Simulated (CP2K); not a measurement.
Crystal: ZnO (zincite).

```
Zn O
1.0
     3.24931    0.00000    0.00000
    -1.62465    2.81398    0.00000
     0.00000    0.00000    5.20571
Zn O
2 2
Direct
  0.66667 0.33333 0.00000
  0.33333 0.66667 0.50000
  0.33333 0.66667 0.87901
  0.66667 0.33333 0.37901
```

Program: CP2K 2026.2. Alike in all runs: task atomic charges; potentials or basis POTENTIAL_UZH Zn GTH-PBE-q12, O GTH-PBE-q6; TZVP-MOLOPT-PBE-GTH basis; no spin polarisation; cell as given; k mesh 9 × 9 × 5; smearing fermi-dirac 0.05 eV.

**Question.** Order these runs on this cell by their band gap on the k mesh, lowest first.
A. level BLYP
B. level PBE
C. level LDA
D. level OLYP

**Answer.** C (0.52 eV), B (0.80 eV), A (0.96 eV), D (1.25 eV).

Caveats: an odd mesh through Γ misses points on the zone boundary, where band edges often lie; the basis of atomic orbitals isn't converged, which shifts pressures, moduli and gaps.

Not every run made on this cell is shown here.
